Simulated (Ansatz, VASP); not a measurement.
P in VASP and in Ansatz

INCAR

```
SYSTEM = P
  PREC = Accurate
  ENCUT = 520
  EDIFF = 1E-7
  ISMEAR = 0
  SIGMA = 0.15
  LREAL = .FALSE.
  LASPH = .TRUE.
  NELM = 100
  ALGO = Normal
  ISIF = 2
  LWAVE = .FALSE.
  LCHARG = .FALSE.
  GGA = PS
  NBANDS = 8
```

File KPOINTS:

```
regular mesh
0
G
  12 12 12
  0 0 0
```

Contents of POSCAR:

```
P
1.0
    4.2039749835      0.0000000000      0.0000000000
    0.0000000000      4.2039749835      0.0000000000
    0.0000000000      0.0000000000      4.5227434841
P
1
Direct
    0.0000000000      0.0000000000      0.0000000000
```

Input for Ansatz:

```yaml
crystal:
  lattice:
    - [4.2039749835, 0.0, 0.0]
    - [0.0, 4.2039749835, 0.0]
    - [0.0, 0.0, 4.5227434841]
  atoms:
    - { symbol: P, position: [0.0, 0.0, 0.0] }
basis:
  ecutwfc: 420
kpoints:
  mp_grid: { grid: [12, 12, 12] }
hamiltonian:
  xc: pbesol
scf:
  occupations: { method: gaussian, width: 0.15 }
output:
  forces: true
  stress: true
  eigenvalues: true
```

Alike in both runs: task single point; functional PBEsol; k mesh 12 × 12 × 12; occupations gaussian, width 0.15 eV; no spin polarisation.

|  | VASP | Ansatz |
| --- | --- | --- |
| version | VASP 6.6.1 | Ansatz 0.2.0 |
| potentials or method | VASP PAW PBE potentials, release 64 (P) | scalar-relativistic, plane waves, PAW |
| plane-wave cutoff (eV) | 520 | 420 |
| valence electrons in the cell | 5 | 5 |

|  | VASP | Ansatz | Ansatz less VASP |
| --- | --- | --- | --- |
| gap on the k mesh at the Fermi level (eV) | none | none | - |
| pressure (GPa) | -3.9 | -3.9 | +0.01 |
| largest component of the traceless stress (GPa) | 0.85 | 0.85 | 0.000 |

A gap of «none» marks a metal or a gap that the smearing closes.

Caveats: the PAW data sets were made with another functional, which shifts forces and pressure a little (VASP).
